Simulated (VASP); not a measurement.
Wanted: the native input for a VASP 6.6.1 run.

| Item | Value |
| --- | --- |
| Task | relaxation of cell and atoms |
| Functional | SCAN |
| Potentials or basis | VASP PAW PBE potentials, release 64 (Ga_d, N) |
| Cutoff | 600 eV |
| k mesh | 10 × 10 × 5 |
| Occupations | fermi-dirac, width 0.05 eV |
| Spin | no spin polarisation |
| Further INCAR settings | ALGO = Normal; EDIFF = 1e-06; IBRION = 2; EDIFFG = -0.01; NSW = 60; ISIF = 3 |

The structure of GaN lies in POSCAR:

```
GaN
1.0
    3.1800000000      0.0000000000      0.0000000000
   -1.5900000000      2.7539607840      0.0000000000
    0.0000000000      0.0000000000      5.1660000000
Ga N
2 2
Direct
    0.6666666667      0.3333333333      0.5000000000
    0.3333333333      0.6666666667      0.0000000000
    0.6666666667      0.3333333333      0.8750000000
    0.3333333333      0.6666666667      0.3750000000
```

These files were run (other wordings do the same):

INCAR

```
SYSTEM = GaN
PREC = Accurate
ENCUT = 600
EDIFF = 1E-6
ISMEAR = -1
SIGMA = 0.05
LREAL = .False.
LASPH = .True.
NELM = 100
ALGO = Normal
ISIF = 3
LWAVE = .False.
LCHARG = .False.
METAGGA = SCAN
LMIXTAU = .True.
IBRION = 2
NSW = 60
EDIFFG = -0.01
```

KPOINTS

```
Automatic mesh
0
Gamma
  10 10 5
  0 0 0
```

Potentials or basis: VASP PAW PBE potentials, release 64 (Ga_d, N).

Command:

```console
$ cat potpaw_PBE.64/Ga_d/POTCAR potpaw_PBE.64/N/POTCAR > POTCAR
$ mpirun -np 1 vasp_std > vasp.out
```

It gave:

```json
{
 "Relaxed volume": "11.38 Å³/atom",
 "Relaxed cell": "a = 3.186 Å, b = 3.186 Å, c = 5.181 Å, α = 90.00°, β = 90.00°, γ = 120.00°",
 "Space group after relaxing (to 0.05 Å)": "P6_3mc (No. 186)",
 "Energy gained by relaxing": "0.8 meV/atom",
 "Ionic steps": "6",
 "Pressure after relaxing": "0.0 GPa",
 "Band gap on the k mesh": "2.24 eV, direct"
}
```

Caveat: the PAW data sets were made with another functional, which shifts forces and pressure a little.

Wall time 11 min on 1 thread of AMD EPYC 9R45 (Zen 5), on a shared host, peak memory 0.19 GiB.
